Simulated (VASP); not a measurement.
A run of VASP 6.6.1:

Contents of INCAR:

```
PREC     = Accurate       # precision mode
ENCUT    = 600            # plane-wave cutoff, eV
EDIFF    = 1E-7           # SCF threshold, eV
ISMEAR   = -1             # smearing method
SIGMA    = 0.05           # smearing width, eV
LREAL    = False          # projectors in reciprocal space
LASPH    = True           # aspherical terms in the spheres
NELM     = 100            # most SCF steps
ALGO     = Fast           # electronic algorithm
ISIF     = 3              # what is computed and relaxed
LWAVE    = False          # write WAVECAR
LCHARG   = False          # write CHGCAR
GGA      = CA             # functional
IBRION   = 2              # ionic algorithm
NSW      = 60             # ionic steps
EDIFFG   = -0.005         # ionic threshold
```

KPOINTS

```
regular mesh
0
Gamma
  8 8 8
```

Contents of POSCAR:

```
GaAs
1.0
    0.0000000000      2.8268500000      2.8268500000
    2.8268500000      0.0000000000      2.8268500000
    2.8268500000      2.8268500000      0.0000000000
As Ga
1 1
Direct
    0.7500000000      0.7500000000      0.7500000000
    0.0000000000      0.0000000000      0.0000000000
```

Potentials or basis: VASP PAW LDA potentials, release 64 (As, Ga_d).

Launch:

```console
$ cat potpaw_LDA.64/As/POTCAR potpaw_LDA.64/Ga_d/POTCAR > POTCAR
$ mpirun -np 1 vasp_std > vasp.out
```

Hardware: 1 thread of Intel(R) Xeon(R) Platinum 8488C (Sapphire Rapids), on a shared host.

Question: How long does it take, and how much memory?

Answer: Run time: 24 s on 1 thread of Intel(R) Xeon(R) Platinum 8488C (Sapphire Rapids), with other jobs on the host, peak memory 0.17 GiB. Counts: scf iterations 33, k points 29, ion steps 3.
